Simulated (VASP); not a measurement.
Here is a VASP 6.6.1 calculation.

Contents of POSCAR:

```
Si
1.0
    0.0000000000      2.7218511865      2.7218511865
    2.7218511865      0.0000000000      2.7218511865
    2.7218511865      2.7218511865      0.0000000000
Si
2
Direct
    0.5000000000      0.5000000000      0.5000000000
    0.7500000000      0.7500000000      0.7500000000
```

File INCAR.step1:

```
SYSTEM = Si
ALGO     = Normal         ! electronic algorithm
EDIFF    = 1E-5           ! SCF threshold, eV
ENCUT    = 520            ! plane-wave cutoff, eV
GGA      = PE             ! functional
ISIF     = 2              ! what is computed and relaxed
ISMEAR   = -1             ! smearing method
LASPH    = .TRUE.         ! aspherical terms in the spheres
LCHARG   = .FALSE.        ! write CHGCAR
LREAL    = .FALSE.        ! projectors in reciprocal space
LWAVE    = .TRUE.         ! write WAVECAR
NBANDS   = 11             ! bands
NELM     = 100            ! most SCF steps
PREC     = Accurate       ! precision mode
SIGMA    = 0.05           ! smearing width, eV
```

Contents of INCAR.step2:

```
SYSTEM = Si
ALGO     = Normal         ! electronic algorithm
EDIFF    = 1E-7           ! SCF threshold, eV
ENCUT    = 520            ! plane-wave cutoff, eV
ISIF     = 2              ! what is computed and relaxed
ISMEAR   = -1             ! smearing method
ISTART   = 1            
LASPH    = .TRUE.         ! aspherical terms in the spheres
LCHARG   = .FALSE.        ! write CHGCAR
LREAL    = .FALSE.        ! projectors in reciprocal space
LWAVE    = .FALSE.        ! write WAVECAR
METAGGA  = MBJ            ! meta-GGA
NBANDS   = 11             ! bands
NELM     = 100            ! most SCF steps
PREC     = Accurate       ! precision mode
SIGMA    = 0.05           ! smearing width, eV
```

KPOINTS

```
k-points
0
G
  8 8 8
  0 0 0
```

KPOINTS_OPT

```
path GXWKGLUWLK,UX
20
line-mode
reciprocal
 0.0000000000  0.0000000000  0.0000000000  G
 0.5000000000  0.0000000000  0.5000000000  X

 0.5000000000  0.0000000000  0.5000000000  X
 0.5000000000  0.2500000000  0.7500000000  W

 0.5000000000  0.2500000000  0.7500000000  W
 0.3750000000  0.3750000000  0.7500000000  K

 0.3750000000  0.3750000000  0.7500000000  K
 0.0000000000  0.0000000000  0.0000000000  G

 0.0000000000  0.0000000000  0.0000000000  G
 0.5000000000  0.5000000000  0.5000000000  L

 0.5000000000  0.5000000000  0.5000000000  L
 0.6250000000  0.2500000000  0.6250000000  U

 0.6250000000  0.2500000000  0.6250000000  U
 0.5000000000  0.2500000000  0.7500000000  W

 0.5000000000  0.2500000000  0.7500000000  W
 0.5000000000  0.5000000000  0.5000000000  L

 0.5000000000  0.5000000000  0.5000000000  L
 0.3750000000  0.3750000000  0.7500000000  K

 0.6250000000  0.2500000000  0.6250000000  U
 0.5000000000  0.0000000000  0.5000000000  X
```

Potentials or basis: VASP PAW PBE potentials, release 64 (Si).

Launch:

```console
$ cat potpaw_PBE.64/Si/POTCAR > POTCAR
$ cp INCAR.step1 INCAR
$ mpirun -np 1 vasp_std > vasp.out
$ cp INCAR.step2 INCAR
$ mpirun -np 1 vasp_std > vasp.out
```

Problem. Estimate the band gap along the path.

Solution. 1.27 eV, indirect (least direct gap 3.20 eV).

Problem. What does it give for the band gap on the k mesh?

Solution. 1.31 eV, indirect (least direct gap 3.20 eV).

Levels at the corners of the path, in eV from the valence-band top:
| point | band 1 | band 2 | band 3 | band 4 | band 5 | band 6 | band 7 | band 8 | band 9 |
| --- | --- | --- | --- | --- | --- | --- | --- | --- | --- |
| Γ | -11.72 | 0.00 | 0.00 | 0.00 | 3.20 | 3.20 | 3.20 | 4.11 | 8.52 |
| X | -7.62 | -7.62 | -2.71 | -2.71 | 1.43 | 1.43 | 11.03 | 11.03 | 11.73 |
| X | -7.62 | -7.62 | -2.71 | -2.71 | 1.43 | 1.43 | 11.03 | 11.03 | 11.73 |
| W | -7.48 | -7.48 | -3.58 | -3.58 | 4.85 | 4.85 | 5.71 | 5.71 | 11.41 |
| W | -7.48 | -7.48 | -3.58 | -3.58 | 4.85 | 4.85 | 5.71 | 5.71 | 11.41 |
| K | -8.05 | -7.04 | -4.01 | -2.29 | 1.92 | 4.75 | 8.26 | 8.62 | 9.02 |
| K | -8.05 | -7.04 | -4.01 | -2.29 | 1.92 | 4.75 | 8.26 | 8.62 | 9.02 |
| Γ | -11.72 | 0.00 | 0.00 | 0.00 | 3.20 | 3.20 | 3.20 | 4.11 | 8.52 |
| Γ | -11.72 | 0.00 | 0.00 | 0.00 | 3.20 | 3.20 | 3.20 | 4.11 | 8.52 |
| L | -9.44 | -6.70 | -1.14 | -1.14 | 2.20 | 4.03 | 4.03 | 8.59 | 11.46 |
| L | -9.44 | -6.70 | -1.14 | -1.14 | 2.20 | 4.03 | 4.03 | 8.59 | 11.46 |
| U | -8.05 | -7.04 | -4.01 | -2.29 | 1.92 | 4.75 | 8.26 | 8.62 | 9.02 |
| U | -8.05 | -7.04 | -4.01 | -2.29 | 1.92 | 4.75 | 8.26 | 8.62 | 9.02 |
| W | -7.48 | -7.48 | -3.58 | -3.58 | 4.85 | 4.85 | 5.71 | 5.71 | 11.41 |
| W | -7.48 | -7.48 | -3.58 | -3.58 | 4.85 | 4.85 | 5.71 | 5.71 | 11.41 |
| L | -9.44 | -6.70 | -1.14 | -1.14 | 2.20 | 4.03 | 4.03 | 8.59 | 11.46 |
| L | -9.44 | -6.70 | -1.14 | -1.14 | 2.20 | 4.03 | 4.03 | 8.59 | 11.46 |
| K | -8.05 | -7.04 | -4.01 | -2.29 | 1.92 | 4.75 | 8.26 | 8.62 | 9.02 |
| U | -8.05 | -7.04 | -4.01 | -2.29 | 1.92 | 4.75 | 8.26 | 8.62 | 9.02 |
| X | -7.62 | -7.62 | -2.71 | -2.71 | 1.43 | 1.43 | 11.03 | 11.03 | 11.73 |
